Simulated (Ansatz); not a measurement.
All numbers below come from DFT PBE, scalar-relativistic, plane waves, PAW in Ansatz. All cells share a 420 eV cutoff and Γ-centred k meshes spaced at most about 0.3 Å⁻¹ (about 0.25 or finer for metals, 2π included). No spin polarisation.

Each guess is relaxed in cell and atoms at zero pressure, on a coarse mesh first where it starts far from rest and then on a converged one. The steps can't lower the symmetry of the start, but it can rise. Energies are static (0 K, no zero-point motion).

Two unrelaxed guesses for LiS₃:

A.

```cif
data_structure
_symmetry_space_group_name_H-M 'P4mm'
_symmetry_Int_Tables_number 99
_cell_length_a 5.0000
_cell_length_b 5.0000
_cell_length_c 5.0000
_cell_angle_alpha 90.000
_cell_angle_beta 90.000
_cell_angle_gamma 90.000
_cell_volume 125.00
loop_
_atom_site_label
_atom_site_type_symbol
_atom_site_symmetry_multiplicity
_atom_site_Wyckoff_symbol
_atom_site_fract_x
_atom_site_fract_y
_atom_site_fract_z
_atom_site_occupancy
Li1 Li 1 a 0.00000 0.00000 0.97333 1
S1 S 2 c 0.00000 0.50000 0.00000 1
S2 S 1 a 0.00000 0.00000 0.50000 1
```

B.

```cif
data_structure
_symmetry_space_group_name_H-M 'P6/mmm'
_symmetry_Int_Tables_number 191
_cell_length_a 4.3351
_cell_length_b 4.3351
_cell_length_c 5.2501
_cell_angle_alpha 90.000
_cell_angle_beta 90.000
_cell_angle_gamma 120.000
_cell_volume 85.45
loop_
_atom_site_label
_atom_site_type_symbol
_atom_site_symmetry_multiplicity
_atom_site_Wyckoff_symbol
_atom_site_fract_x
_atom_site_fract_y
_atom_site_fract_z
_atom_site_occupancy
Li1 Li 1 a 0.00000 0.00000 0.00000 1
S1 S 2 d 0.33333 0.66667 0.50000 1
S2 S 1 b 0.00000 0.00000 0.50000 1
```

Question: Where do they end, and which end is lower?

Answer: A ends lower, by 135 meV/atom. A: P4mm at 31.2 Å³/atom → P4mm at 24.1 Å³/atom; B: P6/mmm at 21.4 Å³/atom → P6/mmm at 21.0 Å³/atom. Counting S atoms around Li (those within 1.25 times the shortest such distance or 1.15 times the sum of covalent radii; a plus sign parts nearer from farther groups), the end of A has Li 2+4 and the end of B has Li 2. The end of A holds S–S nets (shortest 2.32 Å); in the end of B the shortest S–S distance is 2.64 Å, near bonding range too. End of A. Conventional cell: a = 4.452 Å, c = 4.860 Å. Li is surrounded by 2 S at 2.41–2.45 Å and 4 S at 2.83 Å; S on a site of symmetry 2mm has 2 S at 2.32 Å and 2 Li at 2.83 Å; S on a site of symmetry 4mm is surrounded by 4 S at 2.32 Å and 2 Li at 2.41–2.45 Å. End of B. Conventional cell: a = 4.569 Å, c = 4.636 Å. Li is surrounded by 2 S at 2.32 Å; S on a site of symmetry -6m2 has 6 S at 2.64 Å; S on a site of symmetry 6/mmm has 2 Li at 2.32 Å and 6 S at 2.64 Å.

Ends held by symmetry can be saddle points. Neither end is the lowest form computed: that has space group Im-3m (No. 229) and lies 270 meV/atom below the better end. Even the lowest of the cells shown lies +0.04 eV/atom against the elements. In P4mm, P6/mmm an odd number of electrons in the primitive cell allows no gap without spin; a larger cell or a magnetic state could open one. Some structure types and database cells were kept out of the candidates from the start, so a known form may be missing.
